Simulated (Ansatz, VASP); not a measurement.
# One calculation of Cd, two programs

File INCAR:

```
SYSTEM = Cd
PREC = Accurate
ENCUT = 600
EDIFF = 1E-7
ISMEAR = 1
SIGMA = 0.1
LREAL = .FALSE.
LASPH = .TRUE.
NELM = 100
ALGO = Normal
ISIF = 3
LWAVE = .FALSE.
LCHARG = .FALSE.
GGA = PS
IBRION = 2
NSW = 80
EDIFFG = -0.01
```

File KPOINTS:

```
regular mesh
0
G
  10 10 10
  0 0 0
```

File POSCAR:

```
Cd
1.0
    0.0000000000      2.2181500000      2.2181500000
    2.2181500000      0.0000000000      2.2181500000
    2.2181500000      2.2181500000      0.0000000000
Cd
1
Direct
    0.0000000000      0.0000000000      0.0000000000
```

Input for Ansatz:

```yaml
crystal:
  lattice:
    - [0.0, 2.21815, 2.21815]
    - [2.21815, 0.0, 2.21815]
    - [2.21815, 2.21815, 0.0]
  atoms:
    - { symbol: Cd, position: [0.0, 0.0, 0.0] }
kpoints:
  mp_grid:
    grid: [10, 10, 10]
hamiltonian:
  xc: pbesol
  dispersion: none
scf:
  occupations:
    method: cold
    width: 0.1
relax:
  cell: {}
```

This isn't the form of Cd at room conditions, which is hcp.

Alike in both runs: task relaxation of cell and atoms; functional PBEsol; k mesh 10 × 10 × 10; no spin polarisation.

|  | VASP | Ansatz |
| --- | --- | --- |
| version | VASP 6.6.1 | Ansatz 0.2.0 |
| potentials or method | VASP PAW PBE potentials, release 64 (Cd) | plane waves, PAW |
| plane-wave cutoff (eV) | 600 | 420 |
| occupations | methfessel-paxton of order 1, width 0.1 eV | cold, width 0.1 eV |
| valence electrons in the cell | 12 | 20 |

|  | VASP | Ansatz | Ansatz less VASP |
| --- | --- | --- | --- |
| relaxed volume (Å³/atom) | 21.09 | 21.01 | -0.088 |
| relaxed cell length with the largest relative difference (Å) | 3.101 | 3.097 | -0.0043 |
| energy change over the relaxation (meV/atom) | -4 | -5 | -1.2 |

The two sets of potentials don't hold the same shells in valence.

Caveats: the PAW data sets were made with another functional, which shifts forces and pressure a little (VASP).
